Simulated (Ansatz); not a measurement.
## Ionic part of the dielectric constant of ZnS at 2 GPa, mode by mode

The calculation used Ansatz, DFT PBE, scalar-relativistic, plane waves, PAW. Settings: 420 eV plane-wave cutoff, Γ-centred 10×10×10 mesh, fixed occupations. No spin polarisation. Phonons by linear response, acoustic sum rule imposed.

It takes space group F-43m (No. 216, cubic). The conventional cell has a = 5.395 Å, b = 5.395 Å, c = 5.395 Å, α = 90.00°, β = 90.00°, γ = 90.00°. Zn (site symmetry -43m) is surrounded by 4 S at 2.34 Å. S (site symmetry -43m) is surrounded by 4 Zn at 2.34 Å.

The primitive cell has V = 39.25 Å³ and ε∞,zz = 5.930. Each polar mode adds Δε = (4.92064×10⁷/V)·S/ν² along z, with S its oscillator strength in e²/amu, ν in cm⁻¹ and V in Å³.

Question: From these modes, find each Δε and ε0,zz.
| ν (cm⁻¹) | S_zz (e²/amu) |
| --- | --- |
| 272.9 | 0.1836 |

Answer:
| ν (cm⁻¹) | Δε |
| --- | --- |
| 272.9 | 3.09 |

The sum is 3.092, so ε0,zz = 9.02; the run's tensor has 9.02.

Question: Where do the longitudinal modes lie for a wave vector along z?

Answer: At 337 cm⁻¹. The Lyddane–Sachs–Teller product Π(ν_LO/ν_TO)² = 1.52 matches ε0/ε∞ = 1.52.

Cost: 1 run of about 2.7 core-minutes, on Intel Xeon Processor @ 2.50GHz (Skylake/Cascade Lake) (shared hosts).

The static dielectric constant of 9.02 is mostly electronic, with the lattice adding 3.09 through the single zone-centre polar mode that zinc blende allows, in which the Zn and S sublattices move against each other. This balance fits partly covalent tetrahedral bonding: the bonds are stiff enough to limit the ionic displacement in a field, yet polar enough for that displacement to carry a sizeable dipole. The same dipole creates the macroscopic field that raises the longitudinal mode to 337 cm⁻¹. With only one polar mode, the Lyddane–Sachs–Teller agreement confirms internal consistency but is no independent test of the accuracy of the response.

The electronic constant of 5.930 is higher than measurements on zinc blende ZnS indicate, probably because PBE places the empty states too close to the valence band and so makes the electrons too polarisable. Such overscreening also weakens the long-range field, so the longitudinal–transverse splitting is probably underestimated. A single pressure doesn't show how compression shifts the balance between the electronic and ionic parts.
